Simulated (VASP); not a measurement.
# Cd (Im-3m) in VASP: notebook

Aim: see how the results for Cd move with the level of theory and the settings. Levels: PBEsol, PBEsol+D4, PBE, vdW-DF-cx. Tasks: single point, relaxation of cell and atoms.

Program: VASP 6.6.1. These are calculated values, not measurements. Logs are shortened: lines on timing, memory, paths and dates and some standing lists are left out, and cuts for length are marked.

## (1) The crystal as given

It takes space group Im-3m (No. 229, cubic). The conventional cell has a = 3.569 Å, b = 3.569 Å, c = 3.569 Å, α = 90.00°, β = 90.00°, γ = 90.00°. Cd (site symmetry m-3m) has 8 Cd at 3.09 Å as nearest neighbours.

This isn't the form of Cd at room conditions, which is hcp.

## (2) Single point, PBEsol

run.py

```python
from ase.calculators.vasp import Vasp
from ase.dft.bandgap import bandgap
from ase.spacegroup import crystal

atoms = crystal(
    ['Cd'],
    basis=[[0.0, 0.0, 0.0]],
    spacegroup=229,
    setting=1,
    cellpar=[3.568644, 3.568644, 3.568644, 90.0, 90.0, 90.0],
    primitive_cell=True,
)
calc = Vasp(
    directory='calc',
    xc='pbesol',
    pp='PBE',
    setups={'base': 'minimal', 'Cd': '_GW'},
    prec='Accurate',
    encut=550,
    ediff=1e-06,
    ismear=0,
    sigma=0.05,
    lreal=False,
    lasph=True,
    nelm=100,
    algo='Normal',
    isif=2,
    lwave=False,
    lcharg=True,
    lelf=True,
    lvhar=True,
    kpts=[10, 10, 10],
    gamma=True,
    nbands=12,
)
atoms.calc = calc

print('energy (eV):', atoms.get_potential_energy())
print('free energy (eV):', atoms.get_potential_energy(force_consistent=True))
print('forces (eV/A):')
print(atoms.get_forces())
print('stress (eV/A^3, Voigt):', atoms.get_stress())
print('Fermi level (eV):', calc.get_fermi_level())
gap, top, bottom = bandgap(calc)
print('band gap (eV):', gap, 'from (spin, k, band)', top, 'to', bottom)
```

Potentials or basis: VASP PAW PBE potentials, release 64 (Cd_GW).

On the command line:

```bash
> python run.py
```

Output:

```text
energy (eV): -1.12911075
free energy (eV): -1.12971848
forces (eV/A):
[[-0. -0.  0.]]
stress (eV/A^3, Voigt): [ 0.01836276  0.01836276  0.01836276  0.         -0.         -0.        ]
Fermi level (eV): 5.45308896
band gap (eV): 0.0 from (spin, k, band) (None, None, None) to (None, None, None)
```

OUTCAR:

```text
ENCUT = 550.000000
   EDIFF = 1.00e-06
   GGA = PS
   PREC = Accurate
   ISIF = 2
   ISMEAR = 0
   NELM = 100
   LASPH = .TRUE.
   LREAL = .FALSE.

 ion  position               nearest neighbor table
   1  0.000  0.000  0.000-

  LATTYP: Found a body centered cubic cell.
 ALAT       =     3.5686440000

  Lattice vectors:

 A1 = (  -1.7843220000,   1.7843220000,   1.7843220000)
 A2 = (   1.7843220000,  -1.7843220000,   1.7843220000)
 A3 = (   1.7843220000,   1.7843220000,  -1.7843220000)

Analysis of symmetry for initial positions (statically):
=====================================================================
 Subroutine PRICEL returns:
 Original cell was already a primitive cell.

 Routine SETGRP: Setting up the symmetry group for a
 body centered cubic supercell.

 Subroutine GETGRP returns: Found 48 space group operations
 (whereof 48 operations were pure point group operations)
 out of a pool of 48 trial point group operations.

The static configuration has the point symmetry O_h .

Analysis of symmetry for dynamics (positions and initial velocities):
=====================================================================
 Subroutine PRICEL returns:
 Original cell was already a primitive cell.

 Routine SETGRP: Setting up the symmetry group for a
 body centered cubic supercell.

 Subroutine GETGRP returns: Found 48 space group operations
 (whereof 48 operations were pure point group operations)
 out of a pool of 48 trial point group operations.

The dynamic configuration has the point symmetry O_h .

 Subroutine INISYM returns: Found 48 space group operations
 (whereof 48 operations are pure point group operations),
 and found     1 'primitive' translations

----------------------------------------------------------------------------------------

                                     Primitive cell

  volume of cell :      22.7237

  direct lattice vectors                    reciprocal lattice vectors
    -1.784322000  1.784322000  1.784322000     0.000000000  0.280218481  0.280218481
     1.784322000 -1.784322000  1.784322000     0.280218481  0.000000000  0.280218481
     1.784322000  1.784322000 -1.784322000     0.280218481  0.280218481  0.000000000

  length of vectors
     3.090536361  3.090536361  3.090536361     0.396288776  0.396288776  0.396288776

  position of ions in fractional coordinates (direct lattice)
     0.000000000  0.000000000  0.000000000

  ion indices of the primitive-cell ions
   primitive index   ion index
                 1           1

----------------------------------------------------------------------------------------

 KPOINTS: KPOINTS created by Atomic Simulation Env

Automatic generation of k-mesh.
 Grid dimensions read from file:
 generate k-points for:   10   10   10

 Generating k-lattice:

  Cartesian coordinates                     Fractional coordinates (reciprocal lattice)
     0.000000000  0.028021848  0.028021848     0.100000000  0.000000000  0.000000000
     0.028021848  0.000000000  0.028021848     0.000000000  0.100000000  0.000000000
     0.028021848  0.028021848  0.000000000     0.000000000  0.000000000  0.100000000

  Length of vectors
     0.039628878  0.039628878  0.039628878

  Shift w.r.t. Gamma in fractional coordinates (k-lattice)
     0.000000000  0.000000000  0.000000000

 Subroutine IBZKPT returns following result:
 ===========================================

 Found     47 irreducible k-points:

 Following reciprocal coordinates:
            Coordinates               Weight
  0.000000  0.000000  0.000000      1.000000
  0.100000  0.000000  0.000000     12.000000
  0.200000  0.000000  0.000000     12.000000
  0.300000  0.000000  0.000000     12.000000
  0.400000  0.000000  0.000000     12.000000
  0.500000  0.000000  0.000000      6.000000
[... 39 lines left out ...]
  0.500000  0.500000  0.400000     12.000000
  0.500000  0.500000  0.500000      1.000000
   k-points           NKPTS =     47   k-points in BZ     NKDIM =     47   number of bands    NBANDS=     12
   number of dos      NEDOS =    301   number of ions     NIONS =      1
   total plane-waves  NPLWV =  13824
   dimension x,y,z NGX =    24 NGY =   24 NGZ =   24
   dimension x,y,z NGXF=    48 NGYF=   48 NGZF=   48
   ions per type =               1
   NGX,Y,Z   is equivalent  to a cutoff of  12.91, 12.91, 12.91 a.u.
   NGXF,Y,Z  is equivalent  to a cutoff of  25.82, 25.82, 25.82 a.u.
 SYSTEM =  unknown system
   PREC   = accura    normal or accurate (medium, high low for compatibility)
   ISTART =      0    job   : 0-new  1-cont  2-samecut
   ICHARG =      2    charge: 1-file 2-atom 10-const
   ISPIN  =      1    spin polarized calculation?
   LNONCOLLINEAR =      F non collinear calculations
   LSORBIT =      F    spin-orbit coupling
   LASPH  =      T    aspherical Exc in radial PAW
   ENCUT  =  550.0 eV  40.42 Ry    6.36 a.u.   5.91  5.91  5.91*2*pi/ulx,y,z
   NELM   =    100;   NELMIN=  2; NELMDL= -5     # of ELM steps
   EDIFF  = 0.1E-05   stopping-criterion for ELM
   LREAL  =      F    real-space projection
   EDIFFG = 0.1E-04   stopping-criterion for IOM
   NSW    =      0    number of steps for IOM
   IBRION =     -1    ionic relax: 0-MD 1-quasi-New 2-CG
   NFREE  =      0    steps in history (QN), initial steepest desc. (CG)
   ISIF   =      2    stress and relaxation
   ISYM   =      2    0-nonsym 1-usesym 2-fastsym
   POTIM  = 0.5000    time-step for ionic-motion
   TEBEG  =    0.0;   TEEND  =   0.0 temperature during run
   PSTRESS=    0.0 pullay stress
   NELECT =      12.0000    total number of electrons
   NUPDOWN=      -1.0000    fix difference up-down
   EMIN   =  10.00;   EMAX   =-10.00  energy-range for DOS
   EFERMI =   0.00;   METHOD = LEGACY
   ISMEAR =     0;   SIGMA  =   0.05  broadening in eV -4-tet -1-fermi 0-gaus
   EFERMI_NEDOS =   21; number of points for ismear=-14 and -15
   IALGO  =     38    algorithm
   IMIX   =      4    mixing-type and parameters
     AMIX     =   0.40;   BMIX     =  1.00
     AMIX_MAG =   1.60;   BMIX_MAG =  1.00
  volume/ion in A,a.u.               =      22.72       153.35
  Fermi-wavevector in a.u.,A,eV,Ry     =   1.323250  2.500581 23.823686  1.750992
  Thomas-Fermi vector in A             =   2.452872
   LORBIT       =      0    0 simple, 1 ext, 2 COOP (PROOUT), +10 PAW based schemes
   GGA     = PS    functional components
   LHFCALC =     F    Hartree Fock is set to
   AEXX    =    0.0000 exact exchange contribution
   IVDW    =     0    specifies the selected vdW correction
   LEPSILON=     F    determine dielectric tensor
   LRPA    =     F    only Hartree local field effects (RPA)
 non-spin polarized calculation
 Gauss-broadening in eV      SIGMA  =   0.05
  energy-cutoff  :      550.00
  volume of cell :       22.72
 maximum number of plane-waves:       682
   NGX = 11   NGY = 11   NGZ = 11

 number of electron      11.9999994 magnetization

 Free energy of the ion-electron system (eV)
  ---------------------------------------------------
  ext. energy  EPLUGINS =         0.00000000
  ---------------------------------------------------
  free energy    TOTEN  =        -1.12971848 eV

  energy without entropy =       -1.12850302  energy(sigma->0) =       -1.12911075

 E-fermi :   5.4531     XC(G=0): -10.9776

 val. band max:        5.4466679793   @ k =  -0.4000  -0.4000   0.1000
 cond. band min:       5.5254644246   @ k =   0.4000   0.1000  -0.0000
 fundamental gap:      0.0787964454
 Fermi energy:         5.4530889633

 k-point     1 :       0.0000    0.0000    0.0000
  band No.  band energies     occupation
      1      -3.7663      2.00000
      2      -3.7663      2.00000
      3      -3.7663      2.00000
      4      -3.2453      2.00000
      5      -3.1592      2.00000
      6      -3.1592      2.00000
      7      19.9605      0.00000
      8      19.9605      0.00000
      9      19.9605      0.00000
     10      21.0552      0.00000
     11      21.0552      0.00000
     12      21.0552      0.00000
[... 571 lines left out ...]
 k-point    40 :      -0.4000   -0.4000    0.2000
  band No.  band energies     occupation
      1      -3.8649      2.00000
      2      -3.8649      2.00000
      3      -3.6056      2.00000
      4      -2.9706      2.00000
      5      -2.9706      2.00000
      6       6.3067      0.00000
      7       6.8572      0.00000
      8       6.8572      0.00000
      9      16.5538      0.00000
     10      17.1905      0.00000
     11      17.1905      0.00000
     12      22.2368      0.00000

 [... further k-points ...]

------------------------ aborting loop because EDIFF is reached ----------------------------------------

  FORCE on cell =-STRESS in cart. coord.  units (eV):
  Direction    XX          YY          ZZ          XY          YZ          ZX
  --------------------------------------------------------------------------------------
  -------------------------------------------------------------------------------------
  Total       -0.4172702     -0.4172702     -0.4172702     -0.0000000      0.0000000      0.0000000
  in kB      -29.4203793    -29.4203793    -29.4203793     -0.0000000      0.0000000      0.0000000
  external PRESSURE =     -29.4203793 kB  Pullay stress =       0.0000000 kB

 VOLUME and BASIS-vectors are now :
 -----------------------------------------------------------------------------
  energy-cutoff  :      550.00
  volume of cell :       22.72
      direct lattice vectors                 reciprocal lattice vectors
    -1.784322000  1.784322000  1.784322000     0.000000000  0.280218481  0.280218481
     1.784322000 -1.784322000  1.784322000     0.280218481  0.000000000  0.280218481
     1.784322000  1.784322000 -1.784322000     0.280218481  0.280218481  0.000000000

 POSITION                                       TOTAL-FORCE (eV/Angst)
 -----------------------------------------------------------------------------------
      0.00000      0.00000      0.00000        -0.000000     -0.000000      0.000000
 -----------------------------------------------------------------------------------
    total drift:                               -0.000000      0.000000      0.000000

  FREE ENERGIE OF THE ION-ELECTRON SYSTEM (eV)
  ---------------------------------------------------
  free  energy   TOTEN  =        -1.1297184754 eV

  energy  without entropy=       -1.1285030170  energy(sigma->0) =       -1.12911075
```

INCAR:

```text
ENCUT = 550.000000
SIGMA = 0.050000
EDIFF = 1.00e-06
ALGO = Normal
GGA = PS
PREC = Accurate
ISIF = 2
ISMEAR = 0
NBANDS = 12
NELM = 100
LASPH = .TRUE.
LCHARG = .TRUE.
LELF = .TRUE.
LVHAR = .TRUE.
LWAVE = .FALSE.
LREAL = .FALSE.
```

Run time: 14 s. Hardware: 1 thread of Intel Xeon 6975P-C (Granite Rapids), shared host; peak memory 0.14 GiB.

Results:

| Item | Value |
| --- | --- |
| Free energy | -1.1297 eV |
| Pressure | -2.9 GPa |
| Band gap on the k mesh | none (metal or under the smearing width) |

Levels at points of the mesh, in eV from the Fermi level:
```csv
k point,band 2,band 3,band 4,band 5,band 6,band 7,band 8,band 9,band 10,band 11
"(0.00, 0.00, 0.00)",-9.22,-9.22,-8.70,-8.61,-8.61,14.51,14.51,14.51,15.60,15.60
"(0.50, 0.00, 0.00)",-9.52,-8.64,-8.59,-8.20,-2.13,-1.11,8.90,9.52,13.29,13.83
"(0.50, 0.50, 0.50)",-9.68,-8.30,-8.30,-8.30,3.21,3.21,3.21,5.32,7.79,7.79
```

Caveat: the PAW data sets were made with another functional, which shifts forces and pressure a little.

## (3) Relaxation of cell and atoms, PBEsol+D4

INCAR

```
PREC = Accurate ; ENCUT = 600
EDIFF = 1E-6 ; ISMEAR = 1
SIGMA = 0.1 ; LREAL = False
LASPH = True ; NELM = 80
ALGO = Fast ; ISIF = 3
LWAVE = False ; LCHARG = False
GGA = PS ; IVDW = 13
IBRION = 2 ; NSW = 40
EDIFFG = -0.005
```

KPOINTS

```
Automatic mesh
0
Gamma
  10 10 10
```

POSCAR

```
Cd
1.0
   -1.7843220000      1.7843220000      1.7843220000
    1.7843220000     -1.7843220000      1.7843220000
    1.7843220000      1.7843220000     -1.7843220000
Cd
1
Direct
    0.0000000000      0.0000000000      0.0000000000
```

Potentials or basis: VASP PAW PBE potentials, release 64 (Cd).

On the command line:

```bash
> cat potpaw_PBE.64/Cd/POTCAR > POTCAR
> mpirun -np 1 vasp_std > vasp.out
```

OUTCAR:

```text
PREC = Accurate
   ENCUT = 600
   EDIFF = 1E-6
   ISMEAR = 1
   LREAL = False
   LASPH = True
   NELM = 80
   ISIF = 3
   GGA = PS
   IVDW = 13
   IBRION = 2
   NSW = 40
   EDIFFG = -0.005

 ion  position               nearest neighbor table
   1  0.000  0.000  0.000-

  LATTYP: Found a body centered cubic cell.
 ALAT       =     3.5686440000

  Lattice vectors:

 A1 = (  -1.7843220000,   1.7843220000,   1.7843220000)
 A2 = (   1.7843220000,  -1.7843220000,   1.7843220000)
 A3 = (   1.7843220000,   1.7843220000,  -1.7843220000)

Analysis of symmetry for initial positions (statically):
=====================================================================
 Subroutine PRICEL returns:
 Original cell was already a primitive cell.

 Routine SETGRP: Setting up the symmetry group for a
 body centered cubic supercell.

 Subroutine GETGRP returns: Found 48 space group operations
[... 310 lines left out ...]
  ext. energy  EPLUGINS =         0.00000000
  ---------------------------------------------------
  free energy    TOTEN  =        -1.12835578 eV

  energy without entropy =       -1.12780382  energy(sigma->0) =       -1.12817179

 E-fermi :   3.3667     XC(G=0): -11.4569

 val. band max:        3.2383085858   @ k =  -0.4000   0.4000   0.4000
 cond. band min:       3.3846276147   @ k =  -0.4000  -0.4000   0.1000
 fundamental gap:      0.1463190289
 Fermi energy:         3.3666672490

 k-point     1 :       0.0000    0.0000    0.0000
  band No.  band energies     occupation
      1      -6.2586      2.00000
      2      -6.2586      2.00000
      3      -6.2586      2.00000
      4      -6.1744      2.00000
      5      -5.5239      2.00000
      6      -5.5239      2.00000
      7      18.8978      0.00000
      8      18.8978      0.00000
      9      18.8978      0.00000
     10      20.3132      0.00000
[... 495 lines left out ...]
 k-point    40 :      -0.4000   -0.4000    0.2000
  band No.  band energies     occupation
      1      -6.4098      2.00000
      2      -6.4098      2.00000
      3      -6.0790      2.00000
      4      -5.2977      2.00000
      5      -5.2977      2.00000
      6       4.3837     -0.00000
      7       4.6640     -0.00000
      8       4.6640     -0.00000
      9      15.4093      0.00000
     10      15.7253      0.00000

 [... further k-points ...]

------------------------ aborting loop because EDIFF is reached ----------------------------------------

  DFT-D4 for vdW energy calculation

  Edisp (eV):   -0.24649
[... 24 lines left out ...]
  FREE ENERGIE OF THE ION-ELECTRON SYSTEM (eV)
  ---------------------------------------------------
  free  energy   TOTEN  =        -1.3748441258 eV

  energy  without entropy=       -1.3742921653  energy(sigma->0) =       -1.37466014

 reached required accuracy - stopping structural energy minimisation
```

OSZICAR:

```text
N       E                     dE             d eps       ncg     rms          rms(c)
DAV:   1     0.682853347924E+02    0.68285E+02   -0.76381E+03  1020   0.133E+03
DAV:   2    -0.681945299114E-01   -0.68354E+02   -0.64969E+02   966   0.263E+02
DAV:   3    -0.118917158964E+01   -0.11210E+01   -0.11202E+01  1092   0.409E+01
DAV:   4    -0.119059389696E+01   -0.14223E-02   -0.14223E-02  1056   0.134E+00
[... 27 lines left out ...]
DAV:   1    -0.112893554249E+01   -0.12656E-03   -0.11598E-02   992   0.164E+00    0.171E-01
RMM:   2    -0.112839253940E+01    0.54300E-03   -0.11515E-03   940   0.474E-01    0.530E-02
RMM:   3    -0.112835932780E+01    0.33212E-04   -0.57570E-05   934   0.902E-02    0.413E-02
RMM:   4    -0.112835569562E+01    0.36322E-05   -0.48066E-06   765   0.263E-02    0.130E-03
RMM:   5    -0.112835578049E+01   -0.84877E-07   -0.23831E-07   509   0.472E-03
   4 F= -.13748441E+01 E0= -.13746601E+01  d E =-.320559E-01
```

It took 24 s on 1 thread of Intel Xeon 6975P-C (Granite Rapids), shared host; peak memory 0.16 GiB.

What came out:

```yaml
Free_energy: -1.3748 eV
Relaxed_volume: 20.68 Å³/atom
Relaxed_cell: a = 2.995 Å, b = 2.995 Å, c = 2.995 Å, α = 109.47°, β = 109.47°, γ = 109.47°
Space_group_after_relaxing_to_0.05_Å: Im-3m (No. 229)
Energy_gained_by_relaxing: 32.1 meV/atom
Ionic_steps: 4
Pressure_after_relaxing: 0.0 GPa
Band_gap_on_the_k_mesh: none (metal or under the smearing width)
Dispersion_energy_per_atom: -0.246 eV
```

Step by step:
| step | energy change (eV) | largest force (eV/Å) | pressure (GPa) | volume (Å³) |
| --- | --- | --- | --- | --- |
| 1 | 0.0000 | 0.0000 | -4.21 | 22.72 |
| 2 | -0.0319 | 0.0000 | -0.36 | 20.82 |
| 3 | -0.0320 | 0.0000 | -0.10 | 20.72 |
| 4 | -0.0321 | 0.0000 | 0.02 | 20.68 |

Final structure:
```cif
data_structure
_symmetry_space_group_name_H-M 'P 1'
_symmetry_Int_Tables_number 1
_cell_length_a 2.9948
_cell_length_b 2.9948
_cell_length_c 2.9948
_cell_angle_alpha 109.471
_cell_angle_beta 109.471
_cell_angle_gamma 109.471
_cell_volume 20.68
loop_
_atom_site_label
_atom_site_type_symbol
_atom_site_fract_x
_atom_site_fract_y
_atom_site_fract_z
_atom_site_occupancy
Cd1 Cd 0.00000 0.00000 0.00000 1
```

Levels at points of the mesh, in eV from the Fermi level:
```
           k point  band 2  band 3  band 4  band 5  band 6  band 7  band 8  band 9  band 10
(0.00, 0.00, 0.00)   -9.63   -9.63   -9.54   -8.89   -8.89   15.53   15.53   15.53    16.95
(0.50, 0.00, 0.00)  -10.00   -8.93   -8.86   -8.39   -2.62   -1.05    9.51   10.02    13.95
(0.50, 0.50, 0.50)  -10.21   -8.51   -8.51   -8.51    3.22    3.22    3.22    6.13     8.10
```

Caveat: the PAW data sets were made with another functional, which shifts forces and pressure a little; pairwise dispersion overbinds metals, which lowers pressure and volume.

[end of part 1 of 2]
